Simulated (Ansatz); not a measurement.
A trial structure of C was built thus: random cell by space group and Wyckoff sites (Fmmm, No. 69). Lengths were set from tabulated atomic sizes, so they are only a guess.

Space group Fmmm (No. 69). a = 2.800 Å, b = 2.824 Å, c = 3.369 Å, α = 90.00°, β = 90.00°, γ = 90.00°
| atom | site | symmetry | x | y | z |
| --- | --- | --- | --- | --- | --- |
| C | 4b | mmm | 0.5000 | 0.0000 | 0.0000 |

The calculation used DFT PBE, scalar-relativistic, plane waves, PAW (Ansatz 0.2.0). Cutoff 420 eV, Gaussian smearing, Γ-centred meshes. Cell and atoms relax first on a coarse mesh and then on a finer one. In between, the cell is made exact in the group found at 0.06 Å. In metals the finer mesh still leaves noise of several meV/atom or more. The steps can't lower the symmetry of their start. No spin polarisation in the relaxation; trial moments died out in a coarse test.

A guess keeps its type if space group and coordination stay and the shape of the cell changes little (axis ratios within about 15 %, angles within 6°); the volume may change.

Q: Does it keep its structure type, or change into something else?

A: It doesn't keep its type. The symmetry goes from Fmmm (No. 69) to I4/mmm (No. 139). The volume per atom grows by 61.2 %, from 6.7 to 10.7 Å³. The shortest distance goes from 1.99 Å (C–C) to 1.62 Å (C–C). Counting neighbours within 15 % of an atom's shortest distance, the start has C 12 and the end C 4. In detail, at the end around C lie 4 C at 1.62 Å.

```
CELL_PARAMETERS angstrom
-0.81178 0.81178 4.07164
0.81178 -0.81178 4.07164
0.81178 0.81178 -4.07164
ATOMIC_POSITIONS crystal
C 0.50000 0.50000 0.00000
```

The last run used a 46×46×46 mesh for its 1-atom cell and Gaussian smearing of 0.10 eV. Weakly bound directions are ill-defined at this level, which has no dispersion term. Symmetry constrained the relaxation, so the result can be a saddle point. Another cell of C relaxed alike, in P6/mmm, lies 2.61 eV/atom lower, so this cell isn't the stable form at this level.
